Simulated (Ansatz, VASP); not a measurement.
GaP: VASP beside Ansatz

```
Ga P
1.0
     0.00000    2.71923    2.71923
     2.71923    0.00000    2.71923
     2.71923    2.71923    0.00000
Ga P
1 1
Direct
  0.00000 0.00000 0.00000
  0.25000 0.25000 0.25000
```

Alike in both runs: functional PBEsol; k mesh 8 × 8 × 8; no spin polarisation.

Ansatz relaxed the structure, and its values are those at the end. VASP's run is a single point on that final structure, the one shown.

|  | VASP | Ansatz |
| --- | --- | --- |
| version | VASP 6.6.1 | Ansatz 0.2.0 |
| potentials or method | VASP PAW PBE potentials, release 64 (Ga_d, P) | scalar-relativistic, plane waves, PAW |
| plane-wave cutoff (eV) | 520 | 420 |
| occupations | gaussian, width 0.01 eV | fixed |
| valence electrons in the cell | 18 | 18 |

VASP gave:

* gap on the k mesh at the Fermi level (eV): 1.50
* least direct gap on the mesh (eV): 1.80
* pressure (GPa): -0.1

Question: Estimate Ansatz's values.

Answer: gap on the k mesh at the Fermi level (eV): 1.50; least direct gap on the mesh (eV): 1.80; pressure (GPa): 0.0.

Caveats: the PAW data sets were made with another functional, which shifts forces and pressure a little (VASP). A k mesh can miss the band edges.
